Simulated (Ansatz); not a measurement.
# W (Im-3m) in Ansatz: relaxation of cell and atoms with PBE

Aim: the relaxation of cell and atoms of W with PBE.

Program: Ansatz 0.2.0. These are calculated values, not measurements. Logs are shortened: lines on timing, memory, paths and dates and some standing lists are left out, and cuts for length are marked.

## (1) Starting point

It takes space group Im-3m (No. 229, cubic). The conventional cell has a = 3.165 Å, b = 3.165 Å, c = 3.165 Å, α = 90.00°, β = 90.00°, γ = 90.00°. Around W (site symmetry m-3m) lie 8 W at 2.74 Å.

## (2) Relaxation of cell and atoms, PBE, target pressure 30 GPa, at which the enthalpy is minimised

Input file input.yaml:

```yaml
crystal:
  lattice:
    - [-1.582345, 1.582345, 1.582345]
    - [1.582345, -1.582345, 1.582345]
    - [1.582345, 1.582345, -1.582345]
  atoms:
    - { symbol: W, position: [0.0, 0.0, 0.0] }
hamiltonian:
  xc: pbe
  pseudopotentials: { kind: paw }
kpoints:
  mp_grid: { grid: [12, 12, 12] }
scf:
  occupations: { method: fermi_dirac, width: 0.05 }
output:
  forces: true
  stress: true
  eigenvalues: true
relax:
  f_tol: 0.01
  max_steps: 40
  cell: { stress_tol: 0.05, p_target: 30.0 }
```

Potentials or basis: Ansatz PAW.

The run is started by

```
$ ansatz run input.yaml --threads 2 --pin off --max-ram 5632MiB --backend cpu --events-out ev --progress --plain --runs-dir out
```

Standard output:

```text
Warning: RAYON_NUM_THREADS=2 ignored (pool sized by the plan → 2); use --threads N
Engine: ansatz 0.2.0, aarch64-unknown-linux-gnu
Pseudopotentials: kind: paw
Pseudopotential: W, paw, valence charge 14, recommended cutoff 420 eV (normal), W.paw.azcp
Functional definition: PBE
  parameter kappa = 0.804
  parameter beta = 0.06672455060314922
  exchange = pbe_x(kappa = kappa, mu = beta*pi^2/3)
  correlation = pbe_c(beta = beta)
Crystal: 1 atoms, lattice volume = 15.848 Å³
Basis set: ecut = 420 eV, 321 PW (Γ), exchange–correlation on 40×40×40 points (8 copies of the dense FFT grid, shifted against one another)
Bands: 11, of which v1, the nominal top of the filled ones, is band 7 counted from 1 (6 counted from 0)
Symmetry: 48 space group operations
Space group: Im-3m (ITA 229), of the structure as read, at distance tolerance 2.5e-5 Å
k-points: 72 of 1728
Non-local potential: W, projectors of the file, l = 0: 3, l = 1: 2, l = 2: 2, l = 3: 1
PAW form: soft (Blöchl's): semilocal exchange-correlation on the pseudo side does not see the compensation charge
PAW one-centre angular grid: W, 590 points (default); XC on 64 Gauss nodes
Initial density: superposition of atomic densities (neutral atoms: chi_scale 0, normalization atom), corrected by the library's trained network
Initial wavefunctions: pseudopotential atomic-orbital guess
Functional: x = pbe(κ = 0.804, μ = 0.2195149727645171), c = pbe(β = 0.06672455060314922)
SCF iter   1: F=—  HF=-10384.820443 eV  |F-HF|=—  |Δ(HF+E_count)|=         —  Δρ=1.70e-3  dr2=1.07e-4  ethr=1.77e-3  ⟨swp⟩=5.0  Hψ=4221  notcnv=0
preconditioner: auto → none  [metal: Δε(μ)=0.044 eV  Ē_g=9.064 eV  σ=0.050 eV  W_gap=0.21  n_scr=0 (ndim 8)  ℏωp=22.8 eV  f_vac=0.000  D(μ)=0.63/eV (n_scr^D=0)]
SCF iter   2: F=—  HF=-10384.820234 eV  |F-HF|=—  |Δ(HF+E_count)|=   2.09e-4  Δρ=8.96e-4  dr2=2.99e-5  ethr=7.64e-7  ⟨swp⟩=2.3  Hψ=1829  notcnv=0
SCF iter   3: F=—  HF=-10384.820261 eV  |F-HF|=—  |Δ(HF+E_count)|=   2.73e-5  Δρ=2.35e-4  dr2=7.10e-6  ethr=2.14e-7  ⟨swp⟩=2.0  Hψ=1235  notcnv=0
SCF iter   4: F=—  HF=-10384.820259 eV  |F-HF|=—  |Δ(HF+E_count)|=   2.27e-6  Δρ=1.49e-4  dr2=2.35e-6  ethr=5.07e-8  ⟨swp⟩=1.4  Hψ=874  notcnv=0
SCF iter   5: F=—  HF=-10384.820258 eV  |F-HF|=—  |Δ(HF+E_count)|=   7.07e-7  Δρ=8.45e-5  dr2=8.75e-7  ethr=1.68e-8  ⟨swp⟩=1.0  Hψ=787  notcnv=0
SCF iter   6: F=-10384.820258 eV  HF=-10384.820258 eV  |F-HF|=3.87e-8  |Δ(HF+E_count)|=   3.79e-7  Δρ=1.93e-5  dr2=4.62e-8  ethr=7.14e-10  ⟨swp⟩=3.0  Hψ=3092  notcnv=0
SCF 1 converged in 6 iterations: F = -10384.820258 eV  dr2 = 4.62e-8
relax step   1: F+E_penalty+E_count = -10384.82025774 eV  Δ(F+E_penalty+E_count) = +0.000e0 eV  max|allowed force component| = 0.000e0 eV/Å  Δτ_max = 0.0000 Å  P = +5.834 GPa  Ω = 15.848 Å³  (6 SCF iters, dr2 threshold 1.00e-7 eV, accepted)
Crystal: 1 atoms, lattice volume = 13.641 Å³
Basis set: ecut = 420 eV, 249 PW (Γ), exchange–correlation on 40×40×40 points (8 copies of the dense FFT grid, shifted against one another)
Initial density: handed on by an earlier stage of this run
Initial wavefunctions: those handed on with the density
iter 1 solved again at ethr=1.68e-5 eV; its pass at ethr=3.10e-3 eV (dr2=2.35e-3 eV) is discarded
SCF iter   1: F=—  HF=-10384.348749 eV  |F-HF|=—  |Δ(HF+E_count)|=         —  Δρ=6.05e-3  dr2=2.33e-3  ethr=1.68e-5  ⟨swp⟩=1.7  Hψ=6115  notcnv=0
preconditioner: auto → none  [insulator: Δε(μ)=0.131 eV  Ē_g=10.547 eV  σ=0.050 eV  W_gap=0.51  n_scr=0 (ndim 8)  ℏωp=24.6 eV  f_vac=0.000  D(μ)=0.27/eV (n_scr^D=0)  ε∞_Penn≈6.5]
SCF iter   2: F=—  HF=-10384.348778 eV  |F-HF|=—  |Δ(HF+E_count)|=   2.97e-5  Δρ=2.58e-3  dr2=2.13e-4  ethr=1.67e-5  ⟨swp⟩=2.8  Hψ=1308  notcnv=0
SCF iter   3: F=—  HF=-10384.349061 eV  |F-HF|=—  |Δ(HF+E_count)|=   2.82e-4  Δρ=5.70e-4  dr2=8.62e-6  ethr=1.52e-6  ⟨swp⟩=2.7  Hψ=1091  notcnv=0
SCF iter   4: F=—  HF=-10384.349079 eV  |F-HF|=—  |Δ(HF+E_count)|=   1.83e-5  Δρ=3.41e-5  dr2=3.65e-8  ethr=7.14e-10  ⟨swp⟩=4.4  Hψ=3969  notcnv=0
SCF iter   5: F=-10384.349079 eV  HF=-10384.349079 eV  |F-HF|=9.09e-12  |Δ(HF+E_count)|=   1.18e-9  Δρ=8.43e-7  dr2=3.19e-11  ethr=2.61e-10  ⟨swp⟩=2.7  Hψ=2456  notcnv=0
SCF 2 converged in 5 iterations: F = -10384.349079 eV  dr2 = 3.19e-11
relax step   2: F+E_penalty+E_count = -10384.34907902 eV  Δ(F+E_penalty+E_count) = +4.712e-1 eV  max|allowed force component| = 0.000e0 eV/Å  Δτ_max = 0.0000 Å  P = +70.365 GPa  Ω = 13.641 Å³  energy of the carried Pulay correction = +1.142e-3 eV  (5 SCF iters, dr2 threshold 1.00e-7 eV, rejected (line search))
Crystal: 1 atoms, lattice volume = 14.943 Å³
iter 1 solved again at ethr=8.52e-6 eV; its pass at ethr=3.10e-3 eV (dr2=1.19e-3 eV) is discarded
SCF iter   1: F=—  HF=-10384.730554 eV  |F-HF|=—  |Δ(HF+E_count)|=         —  Δρ=3.79e-3  dr2=1.14e-3  ethr=8.52e-6  ⟨swp⟩=1.7  Hψ=6049  notcnv=0
preconditioner: auto → none  [metal: Δε(μ)=0.046 eV  Ē_g=9.643 eV  σ=0.050 eV  W_gap=0.22  n_scr=0 (ndim 8)  ℏωp=23.5 eV  f_vac=0.000  D(μ)=0.65/eV (n_scr^D=0)]
SCF iter   2: F=—  HF=-10384.730511 eV  |F-HF|=—  |Δ(HF+E_count)|=   4.27e-5  Δρ=1.54e-3  dr2=7.55e-5  ethr=8.16e-6  ⟨swp⟩=2.9  Hψ=1318  notcnv=0
SCF iter   3: F=—  HF=-10384.730627 eV  |F-HF|=—  |Δ(HF+E_count)|=   1.16e-4  Δρ=4.16e-4  dr2=4.95e-6  ethr=5.39e-7  ⟨swp⟩=2.3  Hψ=965  notcnv=0
SCF iter   4: F=—  HF=-10384.730640 eV  |F-HF|=—  |Δ(HF+E_count)|=   1.35e-5  Δρ=2.57e-5  dr2=2.52e-8  ethr=3.53e-8  ⟨swp⟩=2.3  Hψ=1171  notcnv=0
SCF iter   5: F=—  HF=-10384.730639 eV  |F-HF|=—  |Δ(HF+E_count)|=   1.31e-6  Δρ=6.26e-7  dr2=2.91e-11  ethr=1.80e-10  ⟨swp⟩=1.5  Hψ=863  notcnv=0
SCF iter   6: F=-10384.730639 eV  HF=-10384.730639 eV  |F-HF|=3.64e-12  |Δ(HF+E_count)|=  6.00e-11  Δρ=1.38e-7  dr2=6.30e-13  ethr=1.00e-12  ⟨swp⟩=6.1  Hψ=3180  notcnv=0
SCF 3 converged in 6 iterations: F = -10384.730639 eV  dr2 = 6.30e-13
relax step   3: F+E_penalty+E_count = -10384.73063917 eV  Δ(F+E_penalty+E_count) = +8.962e-2 eV  max|allowed force component| = 0.000e0 eV/Å  Δτ_max = 0.0000 Å  P = +27.018 GPa  Ω = 14.943 Å³  energy of the carried Pulay correction = +4.484e-4 eV  (6 SCF iters, accepted)
Crystal: 1 atoms, lattice volume = 14.823 Å³
iter 1 solved again at ethr=1.51e-7 eV; its pass at ethr=3.10e-3 eV (dr2=2.12e-5 eV) is discarded
SCF iter   1: F=—  HF=-10384.709410 eV  |F-HF|=—  |Δ(HF+E_count)|=         —  Δρ=3.62e-4  dr2=1.11e-5  ethr=1.51e-7  ⟨swp⟩=2.0  Hψ=5422  notcnv=0
preconditioner: auto → none  [metal: Δε(μ)=0.064 eV  Ē_g=9.713 eV  σ=0.050 eV  W_gap=0.30  n_scr=0 (ndim 8)  ℏωp=23.6 eV  f_vac=0.000  D(μ)=0.63/eV (n_scr^D=0)]
SCF iter   2: F=—  HF=-10384.709409 eV  |F-HF|=—  |Δ(HF+E_count)|=   5.18e-7  Δρ=1.43e-4  dr2=7.81e-7  ethr=7.92e-8  ⟨swp⟩=2.9  Hψ=1320  notcnv=0
SCF iter   3: F=-10384.709410 eV  HF=-10384.709410 eV  |F-HF|=7.79e-8  |Δ(HF+E_count)|=   7.63e-7  Δρ=3.91e-5  dr2=4.89e-8  ethr=7.14e-10  ⟨swp⟩=5.8  Hψ=3789  notcnv=0
SCF 4 converged in 3 iterations: F = -10384.709410 eV  dr2 = 4.89e-8
relax step   4: F+E_penalty+E_count = -10384.70941012 eV  Δ(F+E_penalty+E_count) = +2.123e-2 eV  max|allowed force component| = 0.000e0 eV/Å  Δτ_max = 0.0000 Å  P = +30.262 GPa  Ω = 14.823 Å³  energy of the carried Pulay correction = +5.094e-4 eV  (3 SCF iters, dr2 threshold 1.00e-7 eV, accepted)
Crystal: 1 atoms, lattice volume = 14.833 Å³
iter 1 solved again at ethr=8.99e-10 eV; its pass at ethr=3.10e-3 eV (dr2=1.26e-7 eV) is discarded
SCF iter   1: F=—  HF=-10384.711200 eV  |F-HF|=—  |Δ(HF+E_count)|=         —  Δρ=2.32e-5  dr2=4.97e-8  ethr=8.99e-10  ⟨swp⟩=2.0  Hψ=5298  notcnv=0
preconditioner: auto → none  [metal: Δε(μ)=0.065 eV  Ē_g=9.707 eV  σ=0.050 eV  W_gap=0.31  n_scr=0 (ndim 8)  ℏωp=23.6 eV  f_vac=0.000  D(μ)=0.63/eV (n_scr^D=0)]
SCF iter   2: F=-10384.711201 eV  HF=-10384.711201 eV  |F-HF|=4.41e-9  |Δ(HF+E_count)|=   8.82e-7  Δρ=9.50e-6  dr2=3.31e-9  ethr=3.55e-10  ⟨swp⟩=4.1  Hψ=2405  notcnv=0
SCF 5 converged in 2 iterations: F = -10384.711201 eV  dr2 = 3.31e-9
relax step   5: F+E_penalty+E_count = -10384.71120073 eV  Δ(F+E_penalty+E_count) = -1.791e-3 eV  max|allowed force component| = 0.000e0 eV/Å  Δτ_max = 0.0000 Å  P = +29.998 GPa  Ω = 14.833 Å³  energy of the carried Pulay correction = +5.045e-4 eV  (2 SCF iters, dr2 threshold 1.00e-7 eV, accepted)
Basis set: ecut = 420 eV, 321 PW (Γ), exchange–correlation on 36×36×36 points (8 copies of the dense FFT grid, shifted against one another)
Initial wavefunctions: pseudopotential atomic-orbital guess (no wavefunctions were taken with the density)
iter 1 solved again at ethr=7.41e-8 eV; its pass at ethr=3.10e-3 eV (dr2=1.04e-5 eV) is discarded
SCF iter   1: F=—  HF=-10384.710688 eV  |F-HF|=—  |Δ(HF+E_count)|=         —  Δρ=1.95e-4  dr2=7.97e-7  ethr=7.41e-8  ⟨swp⟩=3.0  Hψ=6330  notcnv=0
SCF iter   2: F=—  HF=-10384.710693 eV  |F-HF|=—  |Δ(HF+E_count)|=   5.17e-6  Δρ=9.43e-5  dr2=1.70e-7  ethr=5.69e-9  ⟨swp⟩=1.9  Hψ=1105  notcnv=0
SCF iter   3: F=—  HF=-10384.710693 eV  |F-HF|=—  |Δ(HF+E_count)|=   9.44e-8  Δρ=6.53e-6  dr2=1.62e-9  ethr=1.21e-9  ⟨swp⟩=2.1  Hψ=1297  notcnv=0
SCF iter   4: F=—  HF=-10384.710693 eV  |F-HF|=—  |Δ(HF+E_count)|=   1.02e-9  Δρ=1.12e-6  dr2=1.10e-10  ethr=1.15e-11  ⟨swp⟩=2.3  Hψ=1210  notcnv=0
SCF iter   5: F=-10384.710693 eV  HF=-10384.710693 eV  |F-HF|=5.46e-12  |Δ(HF+E_count)|=  4.55e-11  Δρ=8.39e-8  dr2=3.43e-13  ethr=1.00e-12  ⟨swp⟩=6.1  Hψ=3278  notcnv=0
SCF 6 converged in 5 iterations: F = -10384.710693 eV  dr2 = 3.43e-13
relax step   6: F+E_penalty+E_count = -10384.71069325 eV  Δ(F+E_penalty+E_count) = +5.075e-4 eV  max|allowed force component| = 0.000e0 eV/Å  Δτ_max = 0.0000 Å  P = +29.994 GPa  Ω = 14.833 Å³  stress off target by 6.49e-3 GPa  SCF on the basis re-selected at this cell (its energy is not comparable with the rows above)  (5 SCF iters)
basis re-selected at this cell: Δ(F+E_penalty+E_count) = +5.075e-4 eV, ΔP = -0.004 GPa vs the last step (what re-selecting the basis moved, of the pressure what is left beyond the Pulay correction that the steps carried, after the strain that the cell walked since its last selection, with what the two solves' SCF thresholds leave and, on support functions, any second-order correction that the steps lacked; it is no measure of the basis error at this ecutwfc). The dense FFT grid was sized anew with the basis: this SCF ran on 18×18×18 points, the steps before it on 20×20×20, so part of this shift can come from that change (see relax.cell in the input reference). This SCF's stress stands 6.49e-3 GPa from its target on what of the cell is left free (relax.cell.stress_tol is 5.00e-2 GPa) and its largest allowed force component is 0.00e0 eV/Å (relax.f_tol is 1.00e-2 eV/Å): within both
SCF converged after 5 iterations
Free energy (F): -10384.710693 eV
Harris-Foulkes:  -10384.710693 eV  (|F-HF|=5.46e-12)
Internal energy: -10384.705611 eV  (E = F + TS)
E sigma→0 (E₀):  -10384.708152 eV
Entropy (-TS):   -0.005082 eV (-5.082 meV/atom)
Fermi energy:    24.362532 eV
--- Per-component energies (eV) ---
  E_band       = -57.484076
  E_kinetic    = 454.095034
  E_local      = -552.563603  (includes V_loc(G=0)·N_el)
  E_nonlocal   = 0.812965
  E_hartree    = 203.087358
  E_xc         = -268.350944
  E_vxc        = -240.661983  (∫ρ·V_xc dr)
  E_paw        = -8562.828987  (= ΣΔE_a)
  E_vpaw       = -125.341144  (= ΣTr[D̂ρ^β])
  E_aug_tail   = -0.000056  (compensation charges beyond the density's cutoff)
  E_ewald      = -1658.957378
  E_smearing   = -0.005082  (= −TS)
  E_closure    = 0.000000  (closes the sum)
  Σ components = -10384.710693   (vs F -10384.710693, Δ=0.00e0)
--- Forces (eV/Å), atoms counted from 1 ---
  atom   1  W      0.00000000    -0.00000000     0.00000000
  max |Σ_I F_I| component: 2.63e-31 eV/Å
--- Stress (GPa, compression-positive) ---
       29.993506      -0.000000       0.000000
        0.000000      29.993506      -0.000000
        0.000000       0.000000      29.993506
  P = ⅓ Tr σ = 29.9935 GPa (299.935 kbar)
--- Band table (eV; the first three rows and the last of 72) ---
  k-point 0: bands = ["-49.6437", "-13.1306", "-13.1306", "-13.1306", "14.3805", "23.0200", "23.0200", "23.0200", "26.7819", "26.7819", "39.0310"]
  k-point 1: bands = ["-49.6317", "-13.2481", "-13.1665", "-13.1313", "14.7430", "22.7983", "22.9631", "23.3760", "26.4406", "26.7850", "39.3396"]
  k-point 2: bands = ["-49.5989", "-13.5610", "-13.2637", "-13.1335", "15.7217", "22.2434", "22.6875", "24.4164", "26.0095", "26.8327", "39.9017"]
  k-point 71: bands = ["-49.3301", "-14.2422", "-14.2422", "-14.2422", "17.9752", "17.9752", "30.0378", "30.0378", "30.0378", "33.1856", "33.1856"]
--- Relaxed structure (5 steps of the walk, 4 accepted, 1 SCFs on fresh bases) ---
  F+E_penalty+E_count = -10384.71069325 eV   max|allowed force component| = 0.000e0 eV/Å   (the final SCF, on the basis selected at the relaxed cell)
  cell:  # Å, volume = 14.8330 Å³
    - [-1.547827531386994, 1.547827531386994, 1.547827531386994]
    - [1.547827531386994, -1.547827531386994, 1.547827531386994]
    - [1.547827531386994, 1.547827531386994, -1.547827531386994]
  atoms:
    - { symbol: W, position: [0.0, 0.0, 0.0] }
```

Wall time 3.3 s (2 threads of Arm Neoverse V1, shared host); peak memory 0.27 GiB.

Results:

```
Free energy                                            : -10384.7107 eV
Relaxed volume                                         : 14.83 Å³/atom
Relaxed cell                                           : a = 2.681 Å, b = 2.681 Å, c = 2.681 Å, α = 109.47°, β = 109.47°, γ = 109.47°
Space group after relaxing (to 0.05 Å)                 : Im-3m (No. 229)
Energy change on relaxing (the enthalpy is what falls) : +109.6 meV/atom
Ionic steps                                            : 5
Pressure after relaxing                                : 30.0 GPa
Band gap on the k mesh                                 : none (metal or under the smearing width)
```

Step by step:
```tsv
step	energy change (eV)	largest force (eV/Å)	volume (Å³)
1	0.0000	0.0000	15.85
2	0.0896	0.0000	14.94
3	0.1108	0.0000	14.82
4	0.1091	0.0000	14.83
5	0.1096	0.0000	14.83
```

Final structure:
```
CELL_PARAMETERS angstrom
-1.54783 1.54783 1.54783
1.54783 -1.54783 1.54783
1.54783 1.54783 -1.54783
ATOMIC_POSITIONS crystal
W 0.00000 0.00000 0.00000
```

Caveat: the plane-wave basis is chosen anew once the cell has moved, so the energies of steps on either side of that aren't comparable. Spin-orbit coupling is left out, which matters for the levels of W.
